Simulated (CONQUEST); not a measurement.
Runs of CONQUEST 1.3 on BN. The typed cell holds 8 atoms: a = 2.515 Å, b = 4.340 Å, c = 6.045 Å, α = 90.00°, β = 90.00°, γ = 90.00°. The cell comes from a database or a generator and needn't be the stable form of this composition.

| task | level | potentials or basis | cell | k mesh | smearing | optimiser | max steps of the ions | other keys | gap on the mesh (eV) | pressure (GPa) | largest force (eV/Å) |
| --- | --- | --- | --- | --- | --- | --- | --- | --- | --- | --- | --- |
| density of states | revPBE | PseudoDojo NC PBE, SZ, grid cutoff 100 Ha | atoms moved at random, drawn with an rms of 0.02 Å | 9 × 5 × 4 | fermi-dirac 0.1 eV | - | - | - | 3.30 | - | - |
| relaxation of the atoms | LDA | PseudoDojo NC LDA, SZ, grid cutoff 120 Ha | atoms relaxed from: volume scaled by 1.15 | 6 × 4 × 3 | methfessel-paxton of order 2 0.05 eV | sqnm | 30 | - | 3.39 | -17.1 | 0.03 |
| single point | LDA | PseudoDojo NC LDA, DZ, multi-site functions of range 10 bohr, grid cutoff 60 Ha | as given | 10 × 6 × 5, shifted | fermi-dirac 0.05 eV | - | - | SC.AbsResidual = T; Diag.GammaCentred = F; SC.KerkerPreCondition = T | - | 1.6 | (a) |
| density of states | RPBE | PseudoDojo NC PBE, SZ, grid cutoff 60 Ha | atoms moved at random, drawn with an rms of 0.02 Å | 7 × 4 × 3 | methfessel-paxton of order 1 0.05 eV | - | - | SC.AbsResidual = T; General.NeutralAtomProjector = T | 3.48 | - | - |

Alike in all rows: no spin polarisation.

Task: Estimate the missing entries.

Result: (a) 2.83.

Caveats: the atomic basis is small; the basis of atomic orbitals isn't converged, which shifts pressures, moduli and gaps; an odd mesh through Γ misses points on the zone boundary, where band edges often lie (some runs); the potentials were made for another functional, which shifts forces and pressure (some runs); multi-site functions contract the basis, which raises the energy a little and makes forces and stress less exact (some runs); the shifted mesh misses Γ and other band edges, so no gap is listed (some runs).

Runs at the PBE level aren't shown here.
